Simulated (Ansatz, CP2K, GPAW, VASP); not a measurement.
**Be: programs and potentials compared**

```
Be
1.0
     2.28530    0.00000    0.00000
    -1.14265    1.97913    0.00000
     0.00000    0.00000    3.58420
Be
2
Direct
  0.66667 0.33333 0.75000
  0.33333 0.66667 0.25000
```

Alike in all runs: task single point; functional PBE; k mesh 13 × 13 × 8; occupations gaussian, width 0.1 eV; no spin polarisation; no spin-orbit coupling. Pressure is positive in compression and, in plane waves, holds the error of the finite cutoff.

```csv
program and potentials,plane-wave cutoff (eV),notes,pressure (GPa)
"CP2K, POTENTIAL_UZH Be GTH-PBE-q4; TZVP-MOLOPT-PBE-GTH basis",-,atomic basis; 4 valence electrons an atom on average,-2.17
"GPAW, GPAW PAW data sets (gpaw-data 1.2.1)",800,2 valence electrons an atom on average,-1.32
"Ansatz, all-electron LAPW, scalar-relativistic",-,-,-2.84
"VASP, PBE PAW files Be, release 54, 520 eV",520,2 valence electrons an atom on average,-2.67
```

The pressure spans -2.84 (Ansatz, all-electron LAPW, scalar-relativistic) to -1.32 GPa (GPAW, GPAW PAW data sets (gpaw-data 1.2.1)), with all-electron results at -2.84. Rows in atomic bases carry the error of their basis and grid, which can be large.

Differences between rows come from potentials, basis sets and numerical settings, since the functional is the same but for its coding. Runs on potential files found faulty are left out.
